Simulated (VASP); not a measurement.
# TiO2 (P4_2/mnm) in VASP: notebook, part 3 of 3

VASP 6.6.1.

### Step 6. Dielectric tensor, PBE

Input file INCAR:

```
SYSTEM = TiO2
PREC = Accurate
ENCUT = 650
EDIFF = 1E-8
ISMEAR = 0
SIGMA = 0.01
LREAL = .FALSE.
LASPH = .TRUE.
NELM = 100
ALGO = Normal
ISIF = 2
LWAVE = .FALSE.
LCHARG = .FALSE.
GGA = PE
LEPSILON = .TRUE.
```

Input file KPOINTS:

```
regular mesh
0
G
  3 3 5
  0 0 0
```

Input file POSCAR:

```
TiO2
1.0
    4.5998373239      0.0000000000      0.0000000000
    0.0000000000      4.5998373239      0.0000000000
    0.0000000000      0.0000000000      2.9592135600
Ti O
2 4
Direct
    0.0000000000      0.0000000000      0.5000000000
    0.5000000000      0.5000000000      0.0000000000
    0.3043213200      0.3043213200      0.5000000000
    0.1956786800      0.8043213200      0.0000000000
    0.8043213200      0.1956786800      0.0000000000
    0.6956786800      0.6956786800      0.5000000000
```

Potentials or basis: VASP PAW PBE potentials, release 64 (Ti_sv, O).

On the command line:

```console
$ cat potpaw_PBE.64/Ti_sv/POTCAR potpaw_PBE.64/O/POTCAR > POTCAR
$ mpirun -np 1 vasp_std > vasp.out
```

OUTCAR:

```text
SYSTEM = TiO2
   PREC = Accurate
   ENCUT = 650
   EDIFF = 1E-8
   ISMEAR = 0
   LREAL = .FALSE.
   LASPH = .TRUE.
   NELM = 100
   ISIF = 2
   GGA = PE
   LEPSILON = .TRUE.

 Found      9 irreducible k-points:

 Following reciprocal coordinates:
            Coordinates               Weight
  0.000000  0.000000  0.000000      1.000000
  0.333333  0.000000  0.000000      4.000000
  0.333333  0.333333  0.000000      4.000000
  0.000000  0.000000  0.200000      2.000000
  0.333333  0.000000  0.200000      8.000000
  0.333333  0.333333  0.200000      8.000000
   k-points           NKPTS =      9   k-points in BZ     NKDIM =      9   number of bands    NBANDS=     28
   number of dos      NEDOS =    301   number of ions     NIONS =      6
   total plane-waves  NPLWV =  44800
   dimension x,y,z NGX =    40 NGY =   40 NGZ =   28
   dimension x,y,z NGXF=    80 NGYF=   80 NGZF=   56
   ions per type =               2   4
   NGX,Y,Z   is equivalent  to a cutoff of  14.46, 14.46, 15.73 a.u.
   NGXF,Y,Z  is equivalent  to a cutoff of  28.91, 28.91, 31.46 a.u.
 SYSTEM =  TiO2
   PREC   = accura    normal or accurate (medium, high low for compatibility)
   ISTART =      0    job   : 0-new  1-cont  2-samecut
   ICHARG =      2    charge: 1-file 2-atom 10-const
   ISPIN  =      1    spin polarized calculation?
   LNONCOLLINEAR =      F non collinear calculations
   LSORBIT =      F    spin-orbit coupling
   LASPH  =      T    aspherical Exc in radial PAW
   ENCUT  =  650.0 eV  47.77 Ry    6.91 a.u.   9.56  9.56  6.15*2*pi/ulx,y,z
   NELM   =    100;   NELMIN=  2; NELMDL= -5     # of ELM steps
   EDIFF  = 0.1E-07   stopping-criterion for ELM
   LREAL  =      F    real-space projection
   EDIFFG = 0.1E-06   stopping-criterion for IOM
   NSW    =      0    number of steps for IOM
   IBRION =     -1    ionic relax: 0-MD 1-quasi-New 2-CG
   NFREE  =      0    steps in history (QN), initial steepest desc. (CG)
   ISIF   =      2    stress and relaxation
   ISYM   =      2    0-nonsym 1-usesym 2-fastsym
   POTIM  = 0.5000    time-step for ionic-motion
   TEBEG  =    0.0;   TEEND  =   0.0 temperature during run
   PSTRESS=    0.0 pullay stress
   NELECT =      48.0000    total number of electrons
   NUPDOWN=      -1.0000    fix difference up-down
   EMIN   =  10.00;   EMAX   =-10.00  energy-range for DOS
   EFERMI =   0.00;   METHOD = LEGACY
   ISMEAR =     0;   SIGMA  =   0.01  broadening in eV -4-tet -1-fermi 0-gaus
   EFERMI_NEDOS =   21; number of points for ismear=-14 and -15
   IALGO  =     38    algorithm
   IMIX   =      4    mixing-type and parameters
     AMIX     =   0.40;   BMIX     =  1.00
     AMIX_MAG =   1.60;   BMIX_MAG =  1.00
  volume/ion in A,a.u.               =      10.44        70.42
  Fermi-wavevector in a.u.,A,eV,Ry     =   1.498309  2.831394 30.544140  2.244931
  Thomas-Fermi vector in A             =   2.610085
   LORBIT       =      0    0 simple, 1 ext, 2 COOP (PROOUT), +10 PAW based schemes
   GGA     = PE    functional components
   LHFCALC =     F    Hartree Fock is set to
   AEXX    =    0.0000 exact exchange contribution
   IVDW    =     0    specifies the selected vdW correction
   LEPSILON=     T    determine dielectric tensor
   LRPA    =     F    only Hartree local field effects (RPA)
 non-spin polarized calculation
 Gauss-broadening in eV      SIGMA  =   0.01
[... 213 lines left out ...]
 VOLUME and BASIS-vectors are now :
 -----------------------------------------------------------------------------
  energy-cutoff  :      650.00
  volume of cell :       62.61
      direct lattice vectors                 reciprocal lattice vectors
     4.599837324  0.000000000  0.000000000     0.217398993  0.000000000  0.000000000
     0.000000000  4.599837324  0.000000000     0.000000000  0.217398993  0.000000000
     0.000000000  0.000000000  2.959213560     0.000000000  0.000000000  0.337927622

 POSITION                                       TOTAL-FORCE (eV/Angst)
 -----------------------------------------------------------------------------------
      0.00000      0.00000      1.47961         0.000000     -0.000000     -0.000000
      2.29992      2.29992      0.00000         0.000000     -0.000000     -0.000000
      1.39983      1.39983      1.47961        -0.014396     -0.014396     -0.000000
      0.90009      3.69975      0.00000         0.014396     -0.014396     -0.000000
      3.69975      0.90009      0.00000        -0.014396      0.014396     -0.000000
      3.20001      3.20001      1.47961         0.014396      0.014396      0.000000
 -----------------------------------------------------------------------------------
    total drift:                                0.000000      0.000000     -0.000000

  FREE ENERGIE OF THE ION-ELECTRON SYSTEM (eV)
  ---------------------------------------------------
  free  energy   TOTEN  =       -53.6630144283 eV

  energy  without entropy=      -53.6630144283  energy(sigma->0) =      -53.66301443

 HEAD OF MICROSCOPIC STATIC DIELECTRIC TENSOR (INDEPENDENT PARTICLE, excluding Hartree and local field effects)
 ------------------------------------------------------
           7.867969     0.000000     0.000000
          -0.000000     7.867969     0.000000
           0.000000     0.000000     9.198972
 ------------------------------------------------------

 Free energy of the ion-electron system (eV)
  ---------------------------------------------------
  ---------------------------------------------------
  free energy    TOTEN  =        -1.20799724 eV

  energy without entropy =       -1.20799724

------------------------ aborting loop because EDIFF is reached ----------------------------------------

--------------------------------------- Ionic step        2  -------------------------------------------

------------------------ aborting loop because EDIFF is reached ----------------------------------------

--------------------------------------- Ionic step        3  -------------------------------------------

 Free energy of the ion-electron system (eV)
  ---------------------------------------------------
  ---------------------------------------------------
  free energy    TOTEN  =        -1.46769442 eV

  energy without entropy =       -1.46769442

------------------------ aborting loop because EDIFF is reached ----------------------------------------

 PIEZOELECTRIC TENSOR FIELD DIRECTION 3  (e Angst)
 -----------------------------------------------------------------------------
    -0.00483  0.00000  0.00000           (  0.00012  0.00000  0.00000)
    -0.00000 -0.00483  0.00000           (  0.00000  0.00012  0.00000)
     0.00000  0.00000  0.00693           (  0.00000  0.00000 -0.00042)

 PIEZOELECTRIC TENSOR FIELD DIRECTION 3  (C/m^2)
 -----------------------------------------------------------------------------
    -0.00124  0.00000  0.00000
    -0.00000 -0.00124  0.00000
     0.00000  0.00000  0.00177

 MACROSCOPIC STATIC DIELECTRIC TENSOR (including local field effects in DFT)
 ------------------------------------------------------
           7.662390    -0.000000     0.000000
           0.000000     7.662390     0.000000
           0.000000     0.000000     9.086664
 ------------------------------------------------------

 PIEZOELECTRIC TENSOR (including local field effects)  for field in x, y, z        (e  Angst)
          XX          YY          ZZ          XY          YZ          ZX
  --------------------------------------------------------------------------------
  x     0.00000     0.00000     0.00000     0.00000     0.00000     0.00000
  y     0.00000     0.00000     0.00000     0.00000     0.00000     0.00000
  z     0.00000     0.00000     0.00000     0.00000     0.00000     0.00000

 PIEZOELECTRIC TENSOR (including local field effects)  for field in x, y, z        (C/m^2)
          XX          YY          ZZ          XY          YZ          ZX
  --------------------------------------------------------------------------------
  x     0.00000     0.00000     0.00000     0.00000     0.00000     0.00000
  y     0.00000     0.00000     0.00000     0.00000     0.00000     0.00000
  z     0.00000     0.00000     0.00000     0.00000     0.00000     0.00000

 BORN EFFECTIVE CHARGES (including local field effects) (in |e|, cummulative output)
 ---------------------------------------------------------------------------------
 ion    1
    1     6.44046     1.01769     0.00000
    2     1.01769     6.44046     0.00000
    3     0.00000     0.00000     7.83065
 ion    2
    1     6.44046    -1.01769     0.00000
    2    -1.01769     6.44046     0.00000
    3     0.00000     0.00000     7.83065
 ion    3
    1    -3.22023    -1.86637     0.00000
    2    -1.86637    -3.22023     0.00000
    3     0.00000     0.00000    -3.91532
 ion    4
    1    -3.22023     1.86637     0.00000
    2     1.86637    -3.22023     0.00000
    3     0.00000     0.00000    -3.91532
 ion    5
    1    -3.22023     1.86637     0.00000
    2     1.86637    -3.22023     0.00000
    3     0.00000     0.00000    -3.91532
 ion    6
    1    -3.22023    -1.86637     0.00000
    2    -1.86637    -3.22023     0.00000
    3     0.00000     0.00000    -3.91532
```

stdout:

```text
POSCAR found type information on POSCAR TiO
 POSCAR found :  2 types and       6 ions
 scaLAPACK will be used
 LDA part: xc-table for (Slater+PW92), standard interpolation
 POSCAR, INCAR and KPOINTS ok, starting setup
 FFT: planning ... GRIDC
 FFT: planning ... GRID_SOFT
 FFT: planning ... GRID
 WAVECAR not read
 entering main loop
 Linear response reoptimize wavefunctions to high precision
 Linear response G [H, r] |phi>, progress :
  Direction:   1
 Linear response G [H, r] |phi>, progress :
  Direction:   2
 Linear response G [H, r] |phi>, progress :
  Direction:   3
 Linear response to external field (no local field effect), progress :
  Direction:   1
 dielectric tensor                  component  1 :     8.005    -0.632    -1.370
 Linear response to external field (no local field effect), progress :
  Direction:   2
 dielectric tensor                  component  2 :    -0.632     7.731    -0.286
 Linear response to external field (no local field effect), progress :
  Direction:   3
 dielectric tensor                  component  3 :    -1.371    -0.285     9.199
 Linear response to external field, progress :
  Direction:   1
 dielectric tensor                  component  1 :     7.662    -0.617    -0.843
 Linear response to external field, progress :
  Direction:   2
 dielectric tensor                  component  2 :    -0.617     7.662    -0.844
 Linear response to external field, progress :
  Direction:   3
 dielectric tensor                  component  3 :    -1.369    -0.285     9.087
 Born effective charges drift removed
```

Wall time 4.6 min (1 thread of Intel Xeon 6975P-C (Granite Rapids), shared host); peak memory 0.27 GiB.

The run converged, but some of its settings lie outside the range that counts as converged, so its numbers aren't taken as properties of the crystal.

What came out:

```
Band gap on the k mesh                  : 1.84 eV, direct
Electronic dielectric tensor (diagonal) : 7.66, 7.66, 9.09
Born charges (mean of the diagonal)     : Ti +6.90; O -3.45 e
```

Caveat: the k mesh is coarse (spacing up to 0.46 Å⁻¹), so the values aren't converged; an odd mesh through Γ misses points on the zone boundary, where band edges often lie.

### Step 7. The reference run

An earlier run on the cell as given: functional PBEsol; potentials or basis VASP PAW PBE potentials, release 64 (Ti_sv, O); cutoff 520 eV; k mesh 6 × 6 × 9; occupations fermi-dirac, width 0.05 eV; no spin polarisation.

* Pressure: -2.1 GPa
* Largest force: 0.047 eV/Å
* Band gap on the k mesh: 1.80 eV, direct

### Step 8. Against experiment

Step 2. A measured gap of TiO2 is 3.03 eV (direct; 1.6 K; quoted in “Shallow Valence Band of Rutile GeO2 and P-type Doping”, 2020, arxiv:2011.08928); the calculated 2.36 eV misses it by -0.67 eV. 2 values of this kind are on record in papers (3.03 to 3.05 eV); this one was drawn at random among those near their median. The value is that of LAK, without temperature or zero-point motion. The cell is a database's relaxed one, not the measured one, which moves gaps too.
